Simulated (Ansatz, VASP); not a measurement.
## TiB2 in VASP and in Ansatz

File INCAR:

```
ALGO = Normal
EDIFF = 1E-6
ENCUT = 520
ISIF = 2
ISMEAR = -1
LASPH = T
LCHARG = F
LREAL = F
LWAVE = F
NBANDS = 16
NELM = 60
PREC = Accurate
SIGMA = 0.05
```

The input KPOINTS:

```
k-points
0
Gamma
  10 10 8
```

The input POSCAR:

```
TiB2
1.0
    3.0088691861      0.0000000000      0.0000000000
   -1.5044345930      2.6057571518      0.0000000000
    0.0000000000      0.0000000000      3.2067322330
Ti B
1 2
Direct
    0.0000000000      0.0000000000      0.0000000000
    0.6666666667      0.3333333333      0.5000000000
    0.3333333333      0.6666666667      0.5000000000
```

The input input.yaml:

```yaml
crystal:
  lattice:
    - [3.0088691861, 0.0, 0.0]
    - [-1.504434593, 2.6057571518, 0.0]
    - [0.0, 0.0, 3.206732233]
  atoms:
    - { symbol: Ti, position: [0.0, 0.0, 0.0] }
    - { symbol: B, position: [0.6666666667, 0.3333333333, 0.5] }
    - { symbol: B, position: [0.3333333333, 0.6666666667, 0.5] }
kpoints:
  mp_grid: { grid: [10, 10, 8] }
scf:
  occupations: { method: fermi_dirac, width: 0.05 }
hamiltonian:
  xc: lda
  pseudopotentials: { kind: all_electron, lapw: { basis_error: 0.002 } }
output:
  forces: true
  stress: true
  eigenvalues: true
```

Change from the starting cell: volume scaled by 0.98.

Alike in both runs: task single point; functional LDA; k mesh 10 × 10 × 8; occupations fermi-dirac, width 0.05 eV; no spin polarisation.

|  | VASP | Ansatz |
| --- | --- | --- |
| version | VASP 6.6.1 | Ansatz 0.2.0 |
| potentials or method | VASP PAW LDA potentials, release 64 (Ti_sv, B) | all-electron LAPW, scalar-relativistic |
| plane-wave cutoff (eV) | 520 | see its input |

```tsv
	VASP	Ansatz	Ansatz less VASP
gap on the k mesh at the Fermi level (eV)	none	none	-
pressure (GPa)	-5.7	-6.2	-0.56
largest component of the traceless stress (GPa)	1.45	1.42	-0.037
```

A gap of «none» marks a metal or a gap that the smearing closes. Ansatz ran all-electron here, so the differences hold the error of VASP's frozen core and of both bases.
